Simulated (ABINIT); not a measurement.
TePb:

```xyz
2
Lattice="0.0000 3.2310 3.2310 3.2310 0.0000 3.2310 3.2310 3.2310 0.0000" Properties=species:S:1:pos:R:3 pbc="T T T"
Pb    0.0000    0.0000    0.0000
Te    3.2310    3.2310    3.2310
```

- Program: ABINIT 10.8.3 (patched build)
- Task: relaxation of cell and atoms
- Functional: LDA
- Potentials or basis: JTH PAW LDA v2.0 sp
- Cutoff: 408 eV
- k mesh: 5 × 5 × 5
- Occupations: fermi-dirac, width 0.05 eV
- Spin: no spin polarisation

At the start: pressure -1.7 GPa; volume 33.73 Å³/atom.

How do energy, volume and symmetry change on relaxing?

Over 4 steps the energy falls by 6.3 meV/atom and the volume is 32.55 Å³/atom (-3.5 %); space group Fm-3m (No. 225, to 0.05 Å).

Step by step:
```tsv
step	energy change (eV)	largest force (eV/Å)	pressure (GPa)	volume (Å³)
1	0.0000	0.0000	-1.65	67.46
2	-0.0033	0.0000	-1.44	67.12
3	-0.0126	0.0000	0.09	64.98
4	-0.0127	0.0000	0.00	65.09
```

Final structure:
```yaml
crystal:
  lattice:
    - [0.00000, 3.19279, 3.19279]
    - [3.19279, 0.00000, 3.19279]
    - [3.19279, 3.19279, 0.00000]
  atoms:
    - { symbol: Pb, position: [0.00000, 0.00000, 0.00000] }
    - { symbol: Te, position: [0.50000, 0.50000, 0.50000] }
```

Caveat: this set keeps more shells in the core, which shifts pressures and gaps.
